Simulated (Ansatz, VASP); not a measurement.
# Two plane-wave programs on SnTe

INCAR

```
SYSTEM = SnTe
PREC = Accurate ; ENCUT = 520
EDIFF = 1E-7 ; ISMEAR = -1
SIGMA = 0.05 ; LREAL = .False.
LASPH = .True. ; NELM = 80
ALGO = Normal ; ISIF = 2
LWAVE = .False. ; LCHARG = .True.
GGA = PE ; LELF = .True.
LVHAR = .True. ; NBANDS = 17
```

File KPOINTS:

```
Automatic mesh
0
Gamma
  7 7 7
  0 0 0
```

The input POSCAR:

```
SnTe
1.0
    0.0000000000      3.1508500000      3.1508500000
    3.1508500000      0.0000000000      3.1508500000
    3.1508500000      3.1508500000      0.0000000000
Te Sn
1 1
Direct
    0.5104120000      0.4941380000      0.5059000000
    0.0035920000     -0.0098350000     -0.0035280000
```

input.yaml

```yaml
crystal:
  lattice:
    - [0.0, 3.15085, 3.15085]
    - [3.15085, 0.0, 3.15085]
    - [3.15085, 3.15085, 0.0]
  atoms:
    - { symbol: Te, position: [0.510412, 0.494138, 0.5059] }
    - { symbol: Sn, position: [0.003592, -0.009835, -0.003528] }
hamiltonian:
  xc: pbe
  pseudopotentials: { kind: paw }
kpoints:
  mp_grid: { grid: [7, 7, 7] }
scf:
  occupations: { method: fermi_dirac, width: 0.05 }
output:
  forces: true
  stress: true
  eigenvalues: true
```

Change from the starting cell: atoms moved at random, drawn with an rms of 0.05 Å.

Alike in both runs: task single point; functional PBE; k mesh 7 × 7 × 7; occupations fermi-dirac, width 0.05 eV; no spin polarisation.

|  | VASP | Ansatz |
| --- | --- | --- |
| version | VASP 6.6.1 | Ansatz 0.2.0 |
| potentials or method | VASP PAW PBE potentials, release 64 (Te, Sn_d) | Ansatz PAW |
| plane-wave cutoff (eV) | 520 | 420 |
| valence electrons in the cell | 20 | 30 |

Ansatz gave:

* gap on the k mesh at the Fermi level (eV): 0.66
* least direct gap on the mesh (eV): 0.66
* pressure (GPa): 2.3
* rms of the force components (eV/Å): 0.012

**Question.** Estimate VASP's values.

**Answer.** gap on the k mesh at the Fermi level (eV): 0.66; least direct gap on the mesh (eV): 0.66; pressure (GPa): 2.3; rms of the force components (eV/Å): 0.013.

Atom by atom the forces differ by 0.001 eV/Å (rms over components). The functional is the same, so the differences come from potentials, cutoffs and numerics. The two sets of potentials don't hold the same shells in valence.

Caveats: spin-orbit coupling is left out, which moves the levels of the heavy elements; an odd mesh through Γ misses points on the zone boundary, where band edges often lie (VASP); odd divisions of the mesh miss points on the zone boundary, where band edges often lie, so the gap on the mesh can be too wide (Ansatz).
